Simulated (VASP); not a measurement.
Write the native input for VASP 6.6.1 that does the following.

| Quantity | Value |
| --- | --- |
| Task | relaxation of cell and atoms |
| Functional | PBE |
| Dispersion | D3(BJ) |
| Potentials or basis | VASP PAW PBE potentials, release 64 (Ga_d, P) |
| Cutoff | 600 eV |
| k mesh | 8 × 8 × 8 |
| Occupations | gaussian, width 0.02 eV |
| Spin | no spin polarisation |
| Dipole correction | no |
| Further INCAR settings | ALGO = Fast; EDIFF = 1e-06; IBRION = 2; EDIFFG = -0.02; NSW = 70; ISIF = 3 |

The structure of GaP lies in POSCAR:

```
GaP
1.0
    0.0000000000      2.7258120000      2.7258120000
    2.7258120000      0.0000000000      2.7258120000
    2.7258120000      2.7258120000      0.0000000000
Ga P
1 1
Direct
    0.0000000000      0.0000000000      0.0000000000
    0.2500000000      0.2500000000      0.2500000000
```

The cell is a database's computed one.

These files were run (other wordings do the same):

INCAR

```
SYSTEM = GaP
  PREC = Accurate
  ENCUT = 600
  EDIFF = 1E-6
  ISMEAR = 0
  SIGMA = 0.02
  LREAL = .False.
  LASPH = .True.
  NELM = 100
  ALGO = Fast
  ISIF = 3
  LWAVE = .False.
  LCHARG = .False.
  GGA = PE
  IVDW = 12
  IBRION = 2
  NSW = 70
  EDIFFG = -0.02
```

KPOINTS

```
Automatic mesh
0
Gamma
  8 8 8
  0 0 0
```

Potentials or basis: VASP PAW PBE potentials, release 64 (Ga_d, P).

The run is started by

```sh
$ cat potpaw_PBE.64/Ga_d/POTCAR potpaw_PBE.64/P/POTCAR > POTCAR
$ mpirun -np 1 vasp_std > vasp.out
```

Results of the run:

```json
{"Relaxed volume": "20.18 Å³/atom", "Relaxed cell": "a = 3.850 Å, b = 3.850 Å, c = 3.850 Å, α = 60.00°, β = 60.00°, γ = 60.00°", "Space group after relaxing (to 0.05 Å)": "F-43m (No. 216)", "Energy gained by relaxing": "0.1 meV/atom", "Ionic steps": "3", "Pressure after relaxing": "0.0 GPa", "Band gap on the k mesh": "1.64 eV, indirect (least direct gap 1.85 eV)", "Dispersion energy per atom": "-0.318 eV"}
```

Wall time 47 s on 1 thread of Intel(R) Xeon(R) Platinum 8488C (Sapphire Rapids) (shared host), peak memory 0.19 GiB.
